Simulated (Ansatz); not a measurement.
# Zn on several prototypes: ranking of structure types by relaxed energy, by script

Aim: a ranking of structure types by relaxed energy, for Zn on several prototypes, run from a script.

Program: Ansatz 0.2.0, driven from Python. Level of theory: DFT PBE, plane waves, PAW. These are calculated values, not measurements.

## (1) The structure

Zn Im-3m: The structure is cubic, space group Im-3m (No. 229). The conventional cell has a = 3.130 Å, b = 3.130 Å, c = 3.130 Å, α = 90.00°, β = 90.00°, γ = 90.00°. Around Zn (site symmetry m-3m) lie 8 Zn at 2.71 Å.

Zn Fm-3m: Symmetry: Fm-3m, No. 225, cubic system. Conventional cell: a = 3.940 Å, b = 3.940 Å, c = 3.940 Å, α = 90.00°, β = 90.00°, γ = 90.00°. Zn (site symmetry m-3m) has 12 Zn at 2.79 Å as nearest neighbours.

Zn Fd-3m: Symmetry: Fd-3m, No. 227, cubic system. The conventional cell has a = 5.420 Å, b = 5.420 Å, c = 5.420 Å, α = 90.00°, β = 90.00°, γ = 90.00°. Zn (site symmetry -43m) has 4 Zn at 2.35 Å as nearest neighbours.

Zn P6_3/mmc: Symmetry: P6_3/mmc, No. 194, hexagonal system. Conventional cell: a = 2.790 Å, b = 2.790 Å, c = 4.556 Å, α = 90.00°, β = 90.00°, γ = 120.00°. Zn (site symmetry -6m2) is surrounded by 12 Zn at 2.79 Å.

The script holds or builds the structure itself.

## (2) The script

run_prototypes.py reads:

```python
import warnings

import ansatz as az
import numpy as np
import spglib


def bcc(A, a):
    return az.Crystal.bcc(A, a=a)


def fcc(first, a):
    return (
        az.Lattice.fcc(a)
        .space_group(225)
        .atom(first, (0, 0, 0))
        .primitive()
    )


def diamond(A, a):
    return az.Crystal.diamond(A, a=a)


def hcp(first, a):
    return (
        az.Lattice.from_parameters(a, a, 1.633 * a, alpha=90, beta=90, gamma=120)
        .space_group(194)
        .atom(first, (1 / 3, 2 / 3, 0.25))
    )


def solve(name, crystal):
    calc = (
        crystal.calculation()
        .functional('pbe')
        .basis(460)
        .kpoints(spacing=0.14)
        .occupations('fermi_dirac', width=0.1)
        .stress()
        .band_table()
    )
    calc = calc.relax(force_tolerance=0.01, max_steps=60, cell=True)
    return calc.run(threads=1)


def volume_per_atom(outcome):
    return abs(np.linalg.det(outcome.lattice.cell_ang)) / len(outcome.lattice.sites)


def space_group(outcome):
    sites = outcome.report['lattice']['sites']
    kinds = sorted({site['symbol'] for site in sites})
    cell = (outcome.lattice.cell_ang, [site['position_frac'] for site in sites], [kinds.index(site['symbol']) for site in sites])
    return spglib.get_spacegroup(cell, symprec=0.01)


def main() -> None:
    warnings.simplefilter('ignore', az.DeckWarning)

    phases = {}
    phases['bcc'] = bcc('Zn', 3.13)
    phases['fcc'] = fcc('Zn', 3.94)
    phases['diamond'] = diamond('Zn', 5.42)
    phases['hcp'] = hcp('Zn', 2.79)

    done = {}
    for name, crystal in phases.items():
        try:
            done[name] = solve(name, crystal)
        except az.NonConvergedError as error:
            print(name, 'did not converge:', str(error)[:120])

    energy = {name: o.report['energy_sigma0_ev'] / len(o.lattice.sites) for name, o in done.items()}
    lowest = min(energy.values())
    rows = [(name, len(o.lattice.sites), 1000 * (energy[name] - lowest), volume_per_atom(o), space_group(o)) for name, o in done.items()]
    rows.sort(key=lambda row: row[2])
    print('     phase       atoms  dE (meV/atom)  V (A^3/atom)  space group')
    for row in rows:
        print(f'{str(row[0]):>10}  {row[1]:10d}  {row[2]:13.1f}  {row[3]:12.3f}  {str(row[4]):>11}')
    print('lowest in energy:', rows[0][0])


if __name__ == '__main__':
    main()
```

## (3) Launch

Run with:

```bash
> python run_prototypes.py
```

Log:

```text
     phase       atoms  dE (meV/atom)  V (A^3/atom)  space group
       hcp           2            0.0        15.179  P6_3/mmc (194)
       fcc           1           21.9        15.165  Fm-3m (225)
       bcc           1           86.7        15.369  Im-3m (229)
   diamond           2          470.5        24.703  Fd-3m (227)
lowest in energy: hcp
```

Wall time 2.3 min (1 thread of Arm Neoverse V1, shared host); peak memory 0.53 GiB.

## (4) Run by run

One row for each of the 4 runs:

```tsv
run	system	space group at the end	energy from run 4 (meV/atom)	final volume (Å³/atom)	SCF cycles in all	CPU time (s)
1	Zn (1 atom)	Im-3m	86.67	15.37	18	14
2	Zn (1 atom)	Fm-3m	21.89	15.16	20	13
3	Zn (2 atoms)	Fd-3m	470.51	24.70	42	38
4	Zn (2 atoms)	P6_3/mmc	0.00	15.18	42	72
```

Energies are extrapolated to zero smearing width, as in the script. 

## (5) How the relaxation of run 2 went

Step by step:

| step | energy from step 1 (eV/cell) | largest force component (eV/Å) | pressure (GPa) | volume (Å³) |
| --- | --- | --- | --- | --- |
| 1 | 0.0000 | 0.0000 | -0.57 | 15.29 |
| 2 | -0.0002 | 0.0000 | -0.16 | 15.20 |
| 3 | -0.0003 | 0.0000 | 0.00 | 15.16 |
| 4 | -0.0002 | 0.0000 | 0.00 | 15.16 |

Step 1 is the start. Step 4 repeats the geometry before it on a plane-wave basis chosen anew for that cell, so its energy need not be comparable with the rows above.

Lengths and angles in the start's conventional setting:

|  | before | after | change |
| --- | --- | --- | --- |
| a (Å) | 3.940 | 3.929 | -0.3 % |
| b (Å) | 3.940 | 3.929 | -0.3 % |
| c (Å) | 3.940 | 3.929 | -0.3 % |
| volume (Å³/atom) | 15.29 | 15.16 | -0.8 % |
| shortest distance (Å) | 2.786 | 2.778 | -0.3 % |
| space group (0.01 Å) | Fm-3m | Fm-3m | same |

The run keeps the 48 symmetry operations of the start, so it could not have lowered the symmetry.

## (6) Path of the relaxation of run 4

Step by step:

| step | E - E(step 1) (eV/cell) | largest force component (eV/Å) | pressure (GPa) | volume (Å³) |
| --- | --- | --- | --- | --- |
| 1 | 0.0000 | 0.0000 | -1.76 | 30.71 |
| 2 | -0.0071 | 0.0000 | -0.46 | 30.11 |
| 3 | -0.0151 | 0.0000 | 1.55 | 29.36 |
| 4 | -0.0211 | 0.0000 | 3.49 | 28.92 |
| 5 | -0.0345 | 0.0000 | 0.29 | 30.12 |
| 6 | -0.0351 | 0.0000 | 0.12 | 30.32 |
| 7 | -0.0351 | 0.0000 | 0.00 | 30.36 |
| 8 | -0.0353 | 0.0000 | -0.01 | 30.36 |

Step 1 is the start. Step 8 repeats the geometry before it on a plane-wave basis chosen anew for that cell, so its energy need not be comparable with the rows above.

|  | before | after | change |
| --- | --- | --- | --- |
| a (Å) | 2.790 | 2.656 | -4.8 % |
| b (Å) | 2.790 | 2.656 | -4.8 % |
| c (Å) | 4.556 | 4.969 | +9.1 % |
| volume (Å³/atom) | 15.36 | 15.18 | -1.2 % |
| shortest distance (Å) | 2.790 | 2.656 | -4.8 % |
| space group (0.01 Å) | P6_3/mmc | P6_3/mmc | same |

Forces and stress were held to the start's 24 operations: a distortion of lower symmetry was not tested.

## (7) Outcome

| quantity | value |
| --- | --- |
| runs compared | 4 |
| lowest | run 4 (P6_3/mmc) |
| next above it by | 21.9 meV/atom |

In words: By space group at the end of each run: P6_3/mmc (+0 meV an atom, 15.2 Å³), Fm-3m (+22 meV an atom, 15.2 Å³), Im-3m (+87 meV an atom, 15.4 Å³) and Fd-3m (+471 meV an atom, 24.7 Å³). In run 2, the volume shrank by 0.8 % over 2 moves, and the space group stayed Fm-3m. In run 4, the volume shrank by 1.2 % over 6 moves, and the space group stayed P6_3/mmc. The cells are built on prototypes, so they need not be phases found in nature. Rows bear the name of their start, and a relaxation keeps or raises the symmetry. Differences under 10 to 15 meV an atom lie within the error of mesh and functional.
